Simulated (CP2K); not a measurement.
The system is TiSi.

```xyz
2
Lattice="2.7898 0.0000 0.0000 -0.4251 2.7572 0.0000 0.0000 0.0000 3.8039" Properties=species:S:1:pos:R:3 pbc="T T T"
Ti    1.1824    1.3786    0.0000
Si    0.0000    0.0000    1.9020
```

The cell comes from a database or a generator and needn't be the stable form of this composition.

Base run:

| Quantity | Value |
| --- | --- |
| Program | CP2K 2026.2 |
| Functional | SCAN |
| Potentials or basis | POTENTIAL_UZH Ti GTH-SCAN-q12, Si GTH-SCAN-q4; TZVP-MOLOPT-SCAN-GTH basis |
| Density cutoff | 9184 eV |
| k mesh | 10 × 10 × 7 |
| Occupations | fermi-dirac, width 0.05 eV |
| Spin | no spin polarisation |

Its results: band gap on the k mesh none (metal or under the smearing width); pressure -1.3 GPa.

Q: The run is repeated on the same cell with these changes: functional from SCAN to TASK; ngrids from 5 to 4. What comes out?

A: Band gap on the k mesh none (metal or under the smearing width); pressure 3.7 GPa.

Caveats: the basis of atomic orbitals isn't converged, which shifts pressures, moduli and gaps; the potentials were made for another functional, which shifts forces and pressure (some runs).
